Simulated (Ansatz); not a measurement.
## CsSnI3 in Ansatz: convergence with k mesh

Input of the first run (k mesh 2 × 2 × 2); the others differ in this setting and in those tied to it:

input.yaml

```yaml
crystal:
  lattice:
    - [6.2057, 0.0, 0.0]
    - [0.0, 6.2057, 0.0]
    - [0.0, 0.0, 6.2057]
  atoms:
    - { symbol: Cs, position: [-0.004604, -0.006344, -0.002443] }
    - { symbol: I, position: [0.505568, 0.496426, 0.007871] }
    - { symbol: I, position: [0.498343, -0.003234, 0.495961] }
    - { symbol: I, position: [0.013046, 0.502798, 0.498034] }
    - { symbol: Sn, position: [0.49958, 0.501467, 0.49721] }
hamiltonian:
  xc: pbe
  pseudopotentials: { kind: paw }
kpoints:
  mp_grid: { grid: [2, 2, 2] }
scf:
  occupations: { method: methfessel_paxton, width: 0.05 }
output:
  forces: true
  stress: true
  eigenvalues: true
```

Potentials or basis: Ansatz PAW.

Command:

```console
$ ansatz run input.yaml --threads 2 --pin off --max-ram 5632MiB --backend cpu --events-out ev --progress --plain --runs-dir out
```

The cell isn't the ideal one: atoms moved at random, drawn with an rms of 0.05 Å.

Hardware: 2 threads of Arm Neoverse V2 (shared host).

```csv
k mesh,"energy less the tightest run, at zero smearing (meV/atom)",pressure (GPa),largest force (eV/Å),gap on the mesh (eV),SCF cycles,CPU time (s),peak memory (GiB)
2 × 2 × 2,186.27,2.06,0.239,0.316,7,4.4,0.52
3 × 3 × 3,-36.13,0.35,0.185,3.025,6,11,0.5
4 × 4 × 4,15.53,0.86,0.080,0.369,7,26,0.61
5 × 5 × 5,-3.97,0.60,0.143,1.719,6,48,0.77
6 × 6 × 6,3.24,0.72,0.116,0.375,7,90,1
7 × 7 × 7,0.00,0.65,0.132,1.207,6,140,1.4
```

Against the tightest run, the pressure stays within 0.1 GPa from 5 × 5 × 5 on. Not settled before the last step: the energy (to 1 meV/atom), the largest force (to 0.005 eV/Å), the gap on the mesh (to 0.01 eV). Meshes of other sizes hit other points, so gaps and Fermi surfaces needn't settle smoothly. The tightest run that finished is the yardstick and may itself not be fully converged.

Caveat, for the tightest run too: odd divisions of the mesh miss points on the zone boundary, where band edges often lie, so the gap on the mesh can be too wide; spin-orbit coupling is left out, which moves the levels of the heavy elements; the cell was measured hot, at 500 K.
